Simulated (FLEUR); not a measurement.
**TePt: equation of state with r2SCAN**

Crystal: TePt.

```xyz
4
Lattice="4.2629 0.0000 0.0000 -2.1314 3.6918 0.0000 0.0000 0.0000 5.6618" Properties=species:S:1:pos:R:3 pbc="T T T"
Pt    0.0000    0.0000    0.0000
Pt    0.0000    0.0000    2.8309
Te    0.0000    2.4612    1.4154
Te    2.1314    1.2306    4.2463
```

Measurements of this composition are mostly on another form, of space group No. 166.

```yaml
Program: FLEUR MaX-R8.1 (later development tree)
Task: equation of state
Functional: r2SCAN
Potentials_or_basis: all-electron
Basis: FLAPW
Kmax: 4.1 1/bohr
k_mesh: 7 × 7 × 5
Occupations: fermi-dirac, width 0.05 eV
Spin: no spin polarisation
Gmax: 12.7 1/bohr
Muffin-tin_radii: Pt 2.4, Te 2.42 bohr
lmax: Pt 10, Te 10
lnonsphr: Pt 10, Te 10
Local_orbitals_a_species: Pt 5, Te 6
```

| Property | Result |
| --- | --- |
| Equilibrium volume | 21.92 Å³/atom |
| Bulk modulus at fixed shape and positions | 128 GPa |

Energy against volume, from the lowest point:
```csv
volume (Å³/atom),energy (meV/atom)
20.939,16.79
21.385,3.14
22.276,0.00
23.167,23.21
23.612,42.89
```

Caveat: the meta-GGA is that of a development version, with a GGA for the radial functions and cores and without core tails; the cell was scaled at fixed shape and fractional positions, which overstates the stiffness of a crystal with free parameters, most of all of layers and chains. The run has no spin-orbit coupling, so splittings on Pt, Te are missing.
